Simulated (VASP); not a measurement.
# Ge (Cmmm) in VASP: further runs

The runs below take Ge through single point, with r2SCAN+D3(BJ).

Program: VASP 6.6.1. These are calculated values, not measurements. Logs are shortened: lines on timing, memory, paths and dates and some standing lists are left out, and cuts for length are marked.

## Step 1: Starting point

Symmetry: Cmmm, No. 65, orthorhombic system. The conventional cell has a = 2.718 Å, b = 5.058 Å, c = 2.624 Å, α = 90.00°, β = 90.00°, γ = 90.00°. Ge (site symmetry mmm) is surrounded by 8 Ge at 2.62 to 2.87 Å.

This isn't the form of Ge at room conditions, which is diamond.

## Step 2: Single point, r2SCAN+D3(BJ)

File POSCAR:

```
Ge
1.0
    1.3588515060     -2.5292328040      0.0000000000
    1.3588515060      2.5292328040      0.0000000000
    0.0000000000      0.0000000000      2.6242693212
Ge
1
Direct
    0.5000000000      0.5000000000      0.0000000000
```

File INCAR.step1:

```
PREC = Accurate
ENCUT = 520
ISMEAR = 1
SIGMA = 0.3
LREAL = False
LASPH = True
NELM = 100
NBANDS = 13
GGA = PE
ALGO = Normal
EDIFF = 1E-4
LWAVE = True
LCHARG = False
```

File INCAR.step2:

```
PREC = Accurate
ENCUT = 520
EDIFF = 1E-7
ISMEAR = 1
SIGMA = 0.3
LREAL = False
LASPH = True
NELM = 100
ALGO = Normal
ISIF = 2
LWAVE = False
LCHARG = False
METAGGA = R2SCAN
LMIXTAU = True
IVDW = 12
VDW_S6 = 1.0
VDW_S8 = 0.78981345
VDW_A1 = 0.49484001
VDW_A2 = 5.73083694
NBANDS = 13
ISTART = 1
```

File KPOINTS:

```
regular mesh
0
Gamma
  9 9 9
```

Potentials or basis: VASP PAW PBE potentials, release 64 (Ge_d).

Run with:

```bash
$ cat potpaw_PBE.64/Ge_d/POTCAR > POTCAR
$ cp INCAR.step1 INCAR
$ mpirun -np 1 vasp_std > vasp.out
$ cp INCAR.step2 INCAR
$ mpirun -np 1 vasp_std > vasp.out
```

OUTCAR:

```text
PREC = Accurate
   ENCUT = 520
   EDIFF = 1E-7
   ISMEAR = 1
   LREAL = False
   LASPH = True
   NELM = 100
   ISIF = 2
   METAGGA = R2SCAN
   IVDW = 12
   ISTART = 1
 IVDW          = 12

 ion  position               nearest neighbor table
   1  0.500  0.500  0.000-

  LATTYP: Found a base centered orthorhombic cell.
 ALAT       =     2.7177030120
 B/A-ratio  =     1.8613018368
 C/A-ratio  =     0.9656203454

  Lattice vectors:

 A1 = (   1.3588515060,  -2.5292328040,   0.0000000000)
 A2 = (   1.3588515060,   2.5292328040,   0.0000000000)
 A3 = (   0.0000000000,   0.0000000000,   2.6242693212)

Analysis of symmetry for initial positions (statically):
=====================================================================
 Subroutine PRICEL returns:
 Original cell was already a primitive cell.

 Routine SETGRP: Setting up the symmetry group for a
 base centered orthorhombic supercell.

 Subroutine GETGRP returns: Found  8 space group operations
 (whereof  8 operations were pure point group operations)
 out of a pool of  8 trial point group operations.

The static configuration has the point symmetry D_2h.

Analysis of symmetry for dynamics (positions and initial velocities):
=====================================================================
 Subroutine PRICEL returns:
 Original cell was already a primitive cell.

 Routine SETGRP: Setting up the symmetry group for a
 base centered orthorhombic supercell.

 Subroutine GETGRP returns: Found  8 space group operations
 (whereof  8 operations were pure point group operations)
 out of a pool of  8 trial point group operations.

The dynamic configuration has the point symmetry D_2h.

 Subroutine INISYM returns: Found  8 space group operations
 (whereof  8 operations are pure point group operations),
 and found     1 'primitive' translations

----------------------------------------------------------------------------------------

                                     Primitive cell

  volume of cell :      18.0384

  direct lattice vectors                    reciprocal lattice vectors
     1.358851506 -2.529232804  0.000000000     0.367957792 -0.197688405  0.000000000
     1.358851506  2.529232804  0.000000000     0.367957792  0.197688405  0.000000000
     0.000000000  0.000000000  2.624269321     0.000000000  0.000000000  0.381058450

  length of vectors
     2.871148898  2.871148898  2.624269321     0.417700422  0.417700422  0.381058450

  position of ions in fractional coordinates (direct lattice)
     0.500000000  0.500000000  0.000000000

  ion indices of the primitive-cell ions
   primitive index   ion index
                 1           1

----------------------------------------------------------------------------------------

 KPOINTS: regular mesh

Automatic generation of k-mesh.
 Grid dimensions read from file:
 generate k-points for:    9    9    9

 Generating k-lattice:

  Cartesian coordinates                     Fractional coordinates (reciprocal lattice)
     0.040884199 -0.021965378  0.000000000     0.111111111 -0.000000000  0.000000000
     0.040884199  0.021965378  0.000000000    -0.000000000  0.111111111  0.000000000
     0.000000000  0.000000000  0.042339828     0.000000000  0.000000000  0.111111111

  Length of vectors
     0.046411158  0.046411158  0.042339828

  Shift w.r.t. Gamma in fractional coordinates (k-lattice)
     0.000000000  0.000000000  0.000000000

 Subroutine IBZKPT returns following result:
 ===========================================

 Found    125 irreducible k-points:

 Following reciprocal coordinates:
            Coordinates               Weight
  0.000000  0.000000  0.000000      1.000000
  0.111111  0.000000  0.000000      4.000000
  0.222222  0.000000  0.000000      4.000000
  0.333333  0.000000  0.000000      4.000000
  0.444444  0.000000  0.000000      4.000000
  0.111111  0.111111  0.000000      2.000000
[... 16 lines left out ...]
 -0.333333  0.333333  0.000000      2.000000
  0.444444  0.444444  0.000000      2.000000
 [... further k-points ...]
   k-points           NKPTS =    125   k-points in BZ     NKDIM =    125   number of bands    NBANDS=     13
   number of dos      NEDOS =    301   number of ions     NIONS =      1
   total plane-waves  NPLWV =  11520
   dimension x,y,z NGX =    24 NGY =   24 NGZ =   20
   dimension x,y,z NGXF=    48 NGYF=   48 NGZF=   40
   ions per type =               1
   NGX,Y,Z   is equivalent  to a cutoff of  13.90, 13.90, 12.67 a.u.
   NGXF,Y,Z  is equivalent  to a cutoff of  27.79, 27.79, 25.34 a.u.
 SYSTEM =  unknown system
   PREC   = accura    normal or accurate (medium, high low for compatibility)
   ISTART =      1    job   : 0-new  1-cont  2-samecut
   ICHARG =      0    charge: 1-file 2-atom 10-const
   ISPIN  =      1    spin polarized calculation?
   LNONCOLLINEAR =      F non collinear calculations
   LSORBIT =      F    spin-orbit coupling
   LASPH  =      T    aspherical Exc in radial PAW
   ENCUT  =  520.0 eV  38.22 Ry    6.18 a.u.   5.34  5.34  4.88*2*pi/ulx,y,z
   NELM   =    100;   NELMIN=  2; NELMDL=  0     # of ELM steps
   EDIFF  = 0.1E-06   stopping-criterion for ELM
   LREAL  =      F    real-space projection
   EDIFFG = 0.1E-05   stopping-criterion for IOM
   NSW    =      0    number of steps for IOM
   IBRION =     -1    ionic relax: 0-MD 1-quasi-New 2-CG
   NFREE  =      0    steps in history (QN), initial steepest desc. (CG)
   ISIF   =      2    stress and relaxation
   ISYM   =      2    0-nonsym 1-usesym 2-fastsym
   POTIM  = 0.5000    time-step for ionic-motion
   TEBEG  =    0.0;   TEEND  =   0.0 temperature during run
   PSTRESS=    0.0 pullay stress
   NELECT =      14.0000    total number of electrons
   NUPDOWN=      -1.0000    fix difference up-down
   EMIN   =  10.00;   EMAX   =-10.00  energy-range for DOS
   EFERMI =   0.00;   METHOD = LEGACY
   ISMEAR =     1;   SIGMA  =   0.30  broadening in eV -4-tet -1-fermi 0-gaus
   EFERMI_NEDOS =   21; number of points for ismear=-14 and -15
   IALGO  =     38    algorithm
   IMIX   =      4    mixing-type and parameters
     AMIX     =   0.40;   BMIX     =  1.00
     AMIX_MAG =   1.60;   BMIX_MAG =  1.00
  volume/ion in A,a.u.               =      18.04       121.73
  Fermi-wavevector in a.u.,A,eV,Ry     =   1.504473  2.843042 30.795963  2.263439
  Thomas-Fermi vector in A             =   2.615448
   LORBIT       =      0    0 simple, 1 ext, 2 COOP (PROOUT), +10 PAW based schemes
   METAGGA = R2SCAN    functional components
   LHFCALC =     F    Hartree Fock is set to
   AEXX    =    0.0000 exact exchange contribution
   IVDW    =    12    specifies the selected vdW correction
   LEPSILON=     F    determine dielectric tensor
   LRPA    =     F    only Hartree local field effects (RPA)
 non-spin polarized calculation
 Methfessel and Paxton  Order N= 1 SIGMA  =   0.30
  energy-cutoff  :      520.00
  volume of cell :       18.04
 maximum number of plane-waves:       499
 NGX is ok and might be reduce to    24
   NGX = 11   NGY = 11   NGZ =  9

 number of electron      14.0000001 magnetization

 Free energy of the ion-electron system (eV)
  ---------------------------------------------------
  ext. energy  EPLUGINS =         0.00000000
  ---------------------------------------------------
  free energy    TOTEN  =       -13.48950018 eV

  energy without entropy =      -13.49046698  energy(sigma->0) =      -13.48982245

 E-fermi :   7.1774     XC(G=0): -12.5506

 val. band max:        7.1528418000   @ k =  -0.3333   0.2222   0.2222
 cond. band min:       7.2476002865   @ k =   0.3333   0.1111   0.4444
 fundamental gap:      0.0947584865
 Fermi energy:         7.1774193061

 k-point     1 :       0.0000    0.0000    0.0000
  band No.  band energies     occupation
      1     -18.5530      2.00000
      2     -18.4531      2.00000
      3     -18.3858      2.00000
      4     -18.2507      2.00000
      5     -18.2376      2.00000
      6      -7.2106      2.00000
      7      14.4841      0.00000
      8      15.1632      0.00000
      9      16.8989      0.00000
     10      17.9406      0.00000
     11      20.8336      0.00000
     12      23.4235      0.00000
     13      23.8407      0.00000

 k-point     2 :       0.1111    0.0000    0.0000
  band No.  band energies     occupation
      1     -18.5411      2.00000
      2     -18.4376      2.00000
      3     -18.3873      2.00000
      4     -18.2537      2.00000
      5     -18.2453      2.00000
      6      -6.8730      2.00000
      7      13.5806      0.00000
      8      14.5931      0.00000
      9      14.8206      0.00000
     10      18.5820      0.00000
     11      20.1969      0.00000
     12      22.6671      0.00000
     13      26.0290      0.00000

 k-point     3 :       0.2222    0.0000    0.0000
  band No.  band energies     occupation
      1     -18.5176      2.00000
      2     -18.4213      2.00000
      3     -18.3623      2.00000
      4     -18.2707      2.00000
      5     -18.2550      2.00000
      6      -5.8595      2.00000
      7       9.4198     -0.00000
      8      12.8263     -0.00000
      9      15.8007      0.00000
     10      17.2479      0.00000
     11      20.5268      0.00000
     12      25.7789      0.00000
     13      29.5596      0.00000

 k-point     4 :       0.3333    0.0000    0.0000
  band No.  band energies     occupation
      1     -18.5068      2.00000
      2     -18.4176      2.00000
      3     -18.3041      2.00000
      4     -18.2951      2.00000
      5     -18.2608      2.00000
      6      -4.1822      2.00000
      7       5.2736      2.00000
      8      11.5937     -0.00000
      9      15.9267      0.00000
     10      17.2979      0.00000
     11      22.0344      0.00000
     12      28.5308      0.00000
     13      29.0980      0.00000

 k-point     5 :       0.4444    0.0000    0.0000
  band No.  band energies     occupation
      1     -18.5103      2.00000
      2     -18.4087      2.00000
      3     -18.3111      2.00000
      4     -18.2643      2.00000
      5     -18.2627      2.00000
      6      -1.9866      2.00000
      7       1.7940      2.00000
      8      10.9472     -0.00000
      9      15.2647      0.00000
     10      18.8216      0.00000
     11      24.1355      0.00000
     12      25.7939      0.00000
     13      26.8365      0.00000
[... 257 lines left out ...]
 k-point    22 :      -0.4444    0.3333    0.0000
  band No.  band energies     occupation
      1     -18.5223      2.00000
      2     -18.4173      2.00000
      3     -18.2980      2.00000
      4     -18.2941      2.00000
      5     -18.2540      2.00000
      6      -3.3995      2.00000
      7       2.9069      2.00000
      8      10.3941     -0.00000
      9      17.7833      0.00000
     10      20.2831      0.00000
     11      23.1233      0.00000
     12      26.5777      0.00000
     13      27.4967      0.00000

 k-point    23 :      -0.3333    0.3333    0.0000
  band No.  band energies     occupation
      1     -18.5405      2.00000
      2     -18.4272      2.00000
      3     -18.2988      2.00000
      4     -18.2924      2.00000
      5     -18.2457      2.00000
      6      -4.5528      2.00000
      7       4.2945      2.00000
      8      13.5618      0.00000
      9      16.8812      0.00000
     10      17.4888      0.00000
     11      21.9353      0.00000
     12      27.7401      0.00000
     13      28.7503      0.00000

 k-point    24 :       0.4444    0.4444    0.0000
  band No.  band energies     occupation
      1     -18.5240      2.00000
      2     -18.4079      2.00000
      3     -18.3037      2.00000
      4     -18.2841      2.00000
      5     -18.2555      2.00000
      6      -2.0384      2.00000
      7       0.9602      2.00000
      8      10.0858     -0.00000
      9      18.5339      0.00000
     10      20.1548      0.00000
     11      25.0736      0.00000
     12      25.1716      0.00000
     13      25.2706      0.00000

 [... further k-points ...]

------------------------ aborting loop because EDIFF is reached ----------------------------------------

 Edisp (eV)   -0.17369

 E8    (eV) :    -0.0605

  FORCE on cell =-STRESS in cart. coord.  units (eV):
  Direction    XX          YY          ZZ          XY          YZ          ZX
  --------------------------------------------------------------------------------------
  -------------------------------------------------------------------------------------
  Total       0.50001     0.27170    -0.17351     0.00000     0.00000     0.00000
  in kB      44.41089    24.13281   -15.41114     0.00000     0.00000     0.00000
  external pressure =       17.71 kB  Pullay stress =        0.00 kB

 VOLUME and BASIS-vectors are now :
 -----------------------------------------------------------------------------
  energy-cutoff  :      520.00
  volume of cell :       18.04
      direct lattice vectors                 reciprocal lattice vectors
     1.358851506 -2.529232804  0.000000000     0.367957792 -0.197688405  0.000000000
     1.358851506  2.529232804  0.000000000     0.367957792  0.197688405  0.000000000
     0.000000000  0.000000000  2.624269321     0.000000000  0.000000000  0.381058450

 POSITION                                       TOTAL-FORCE (eV/Angst)
 -----------------------------------------------------------------------------------
      1.35885      0.00000      0.00000         0.000000      0.000000      0.000000
 -----------------------------------------------------------------------------------
    total drift:                               -0.000000     -0.000000     -0.000000

  FREE ENERGIE OF THE ION-ELECTRON SYSTEM (eV)
  ---------------------------------------------------
  free  energy   TOTEN  =       -13.6631901981 eV

  energy  without entropy=      -13.6641569963  energy(sigma->0) =      -13.66351246
```

Run time: 30 s. Hardware: 1 thread of Intel Xeon 6975P-C (Granite Rapids), shared host; peak memory 0.16 GiB.

Results:

```yaml
Free_energy: -13.6632 eV
Pressure: 1.8 GPa
Band_gap_on_the_k_mesh: none (metal or under the smearing width)
Dispersion_energy_per_atom: -0.174 eV
```

Levels at points of the mesh, in eV from the Fermi level:
| k point | band 4 | band 5 | band 6 | band 7 | band 8 | band 9 | band 10 | band 11 |
| --- | --- | --- | --- | --- | --- | --- | --- | --- |
| (0.00, 0.00, 0.00) | -25.43 | -25.42 | -14.39 | 7.31 | 7.99 | 9.72 | 10.76 | 13.66 |

Caveat: the PAW data sets were made with another functional, which shifts forces and pressure a little; pairwise dispersion overbinds metals, which lowers pressure and volume.

## Step 3: Single point, r2SCAN+D3(BJ)

This run uses another cell than the first one, of 18.56 Å³/atom, 1.029 times its volume.

File POSCAR:

```
Ge
1.0
    1.3718556598     -2.5534374594      0.0000000000
    1.3718556598      2.5534374594      0.0000000000
    0.0000000000      0.0000000000      2.6493834722
Ge
1
Direct
    0.5000000000      0.5000000000      0.0000000000
```

File INCAR.step1:

```
SYSTEM = Ge
ALGO = Normal ; EDIFF = 1E-4
ENCUT = 520 ; GGA = PE
ISMEAR = 1 ; LASPH = .True.
LCHARG = .False. ; LREAL = .False.
LWAVE = .True. ; NBANDS = 13
NELM = 100 ; PREC = Accurate
SIGMA = 0.3
```

File INCAR.step2:

```
SYSTEM = Ge
ALGO = Normal ; EDIFF = 1E-6
ENCUT = 520 ; ISIF = 2
ISMEAR = 1 ; ISTART = 1
IVDW = 12 ; LASPH = .True.
LCHARG = .False. ; LMIXTAU = .True.
LREAL = .False. ; LWAVE = .False.
METAGGA = R2SCAN ; NBANDS = 13
NELM = 100 ; PREC = Accurate
SIGMA = 0.3 ; VDW_A1 = 0.49484001
VDW_A2 = 5.73083694 ; VDW_S6 = 1.0
VDW_S8 = 0.78981345
```

File KPOINTS:

```
k-points
0
Gamma
  9 9 9
  0 0 0
```

Potentials or basis: VASP PAW PBE potentials, release 64 (Ge_d).

Run with:

```bash
$ cat potpaw_PBE.64/Ge_d/POTCAR > POTCAR
$ cp INCAR.step1 INCAR
$ mpirun -np 1 vasp_std > vasp.out
$ cp INCAR.step2 INCAR
$ mpirun -np 1 vasp_std > vasp.out
```

OUTCAR:

```text
SYSTEM = Ge
   EDIFF = 1E-6
   ENCUT = 520
   ISIF = 2
   ISMEAR = 1
   ISTART = 1
   IVDW = 12
   LASPH = .True.
   LREAL = .False.
   METAGGA = R2SCAN
   NELM = 100
   PREC = Accurate
 IVDW          = 12

 ion  position               nearest neighbor table
   1  0.500  0.500  0.000-

  LATTYP: Found a base centered orthorhombic cell.
 ALAT       =     2.7437113196
 B/A-ratio  =     1.8613018368
 C/A-ratio  =     0.9656203454

  Lattice vectors:

 A1 = (   1.3718556598,  -2.5534374594,   0.0000000000)
[... 568 lines left out ...]
 [... further k-points ...]

------------------------ aborting loop because EDIFF is reached ----------------------------------------

 Edisp (eV)   -0.16866

 E8    (eV) :    -0.0588

  FORCE on cell =-STRESS in cart. coord.  units (eV):
  Direction    XX          YY          ZZ          XY          YZ          ZX
  --------------------------------------------------------------------------------------
  -------------------------------------------------------------------------------------
  Total       0.19707    -0.02243    -0.43530     0.00000     0.00000     0.00000
  in kB      17.01046    -1.93606   -37.57462     0.00000     0.00000     0.00000
  external pressure =       -7.50 kB  Pullay stress =        0.00 kB

 VOLUME and BASIS-vectors are now :
 -----------------------------------------------------------------------------
  energy-cutoff  :      520.00
  volume of cell :       18.56
      direct lattice vectors                 reciprocal lattice vectors
     1.371855660 -2.553437459  0.000000000     0.364469831 -0.195814469  0.000000000
     1.371855660  2.553437459  0.000000000     0.364469831  0.195814469  0.000000000
     0.000000000  0.000000000  2.649383472     0.000000000  0.000000000  0.377446304

 POSITION                                       TOTAL-FORCE (eV/Angst)
 -----------------------------------------------------------------------------------
      1.37186      0.00000      0.00000        -0.000000      0.000000      0.000000
 -----------------------------------------------------------------------------------
    total drift:                               -0.000000     -0.000000     -0.000000

  FREE ENERGIE OF THE ION-ELECTRON SYSTEM (eV)
  ---------------------------------------------------
  free  energy   TOTEN  =       -13.6650881870 eV

  energy  without entropy=      -13.6666596242  energy(sigma->0) =      -13.66561200
```

OUTCAR.step1:

```text
SYSTEM = Ge
   EDIFF = 1E-4
   ENCUT = 520
   GGA = PE
   ISMEAR = 1
   LASPH = .True.
[... 605 lines left out ...]
 -----------------------------------------------------------------------------------
      1.37186      0.00000      0.00000        -0.000000      0.000000      0.000000
 -----------------------------------------------------------------------------------
    total drift:                               -0.000000     -0.000000     -0.000000

  FREE ENERGIE OF THE ION-ELECTRON SYSTEM (eV)
  ---------------------------------------------------
  free  energy   TOTEN  =        -4.2707760271 eV

  energy  without entropy=       -4.2726776882  energy(sigma->0) =       -4.27140991
```

It took 23 s on 1 thread of Intel Xeon 6975P-C (Granite Rapids), shared host; peak memory 0.16 GiB.

What came out:

- Free energy: -13.6651 eV
- Pressure: -0.8 GPa
- Band gap on the k mesh: none (metal or under the smearing width)
- Dispersion energy per atom: -0.169 eV

Caveat: the PAW data sets were made with another functional, which shifts forces and pressure a little; pairwise dispersion overbinds metals, which lowers pressure and volume.
